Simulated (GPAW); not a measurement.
Input of a GPAW 26.7.0 run:

File run.py:

```python
from ase.dft.bandgap import bandgap
from ase.io import read, write
from ase.units import GPa
from gpaw import GPAW, PW

atoms = read('As.cif')

calc = GPAW(mode=PW(500),
            xc='LDA',
            kpts={'size': (7, 7, 7), 'gamma': True},
            occupations={'name': 'fermi-dirac', 'width': 0.05},
            nbands=13,
            maxiter=120,
            txt='gpaw.txt')
atoms.calc = calc
energy = atoms.get_potential_energy()
forces = atoms.get_forces()
stress = atoms.get_stress()
calc.write('gs.gpw')
write('result.traj', atoms)
print(f'Energy: {energy:.6f} eV')
print('Forces (eV/A):')
print(forces.round(4))
print('Stress (GPa):', (stress / GPa).round(3))
print('Fermi level:', round(calc.get_fermi_level(), 4), 'eV')
print(f'Gap: {bandgap(calc)[0]:.4f} eV, direct: {bandgap(calc, direct=True)[0]:.4f} eV')
```

As.cif

```cif
data_As
_cell_length_a 4.13100000
_cell_length_b 4.13100000
_cell_length_c 4.13100000
_cell_angle_alpha 54.16700000
_cell_angle_beta 54.16700000
_cell_angle_gamma 54.16700000
_space_group_name_H-M_alt 'P1'
_space_group_name_Hall 'P 1'
_space_group_IT_number 1
loop_
_space_group_symop_operation_xyz
'x,y,z'
loop_
_atom_site_label
_atom_site_type_symbol
_atom_site_symmetry_multiplicity
_atom_site_Wyckoff_symbol
_atom_site_fract_x
_atom_site_fract_y
_atom_site_fract_z
_atom_site_occupancy
As1 As 1 a 0.2260000000 0.2260000000 0.2260000000 1
As2 As 1 a 0.7740000000 0.7740000000 0.7740000000 1
```

Potentials or basis: the program's PAW data sets (release 1.2.1) made for this functional, pw.

The run is started by

```console
$ OMP_NUM_THREADS=1 python run.py
```

Predict the pressure.

-1.2 GPa.

Estimate the largest force.

0.278 eV/Å.

Stress tensor (GPa, compression positive):
```
-1.56 -0.31 -0.21
-0.31 -1.11 -0.11
-0.21 -0.11 -1.03
```

Caveat: the cutoff is short for stress and forces, so pressures can be off by a GPa or more.
